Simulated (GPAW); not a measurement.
Runs of GPAW 26.7.0 on Sn. The structure is tetragonal, space group I4_1/amd (No. 141). Conventional cell: a = 5.880 Å, b = 5.880 Å, c = 3.199 Å, α = 90.00°, β = 90.00°, γ = 90.00°. Sn (site symmetry -4m2) has 6 Sn at 3.05 to 3.20 Å as nearest neighbours. 

```tsv
task	level	potentials or basis	spin	k mesh	smearing	band path	band points	eigensolver	spin axis theta (degrees)	spin axis phi (degrees)	pressure (GPa)
band structure	revPBE	the program's PAW data sets (release 1.2.1) made for this functional, pw	off	9 × 9 × 9	fermi-dirac 0.05 eV	GXMGZPNZ1M,XP	60	-	-	-	2.2
band structure	RPBE	the program's PAW data sets (release 1.2.1) made for this functional, pw	off	9 × 9 × 9	fermi-dirac 0.05 eV	GXMGZPNZ1M,XP	80	-	-	-	2.6
single point	PBE	GPAW PAW data sets (gpaw-data 1.2.1), pw	off	9 × 9 × 9	gaussian 0.012 eV	-	-	-	-	-	(a)
band structure	BLYP	PAW data sets generated in the run's folder for this functional, pw	off	9 × 9 × 9	fermi-dirac 0.05 eV	GXMGZPNZ1M,XP	60	davidson	-	-	5.4
band structure	PBEsol	PAW data sets generated in the run's folder for this functional, pw	SOC, no magnetisation	7 × 7 × 7	fermi-dirac 0.05 eV	GXMGZPNZ1M,XP	100	-	90	0	(b)
```

Alike in all rows: cell as given; cutoff (eV) 600.

Problem. Fill in the values left out.

Solution. (a) 1.1; (b) -1.9.

Caveats: spin-orbit coupling was added after a scalar SCF, so levels and gaps hold it while energy, forces, pressure and moments don't (some runs).
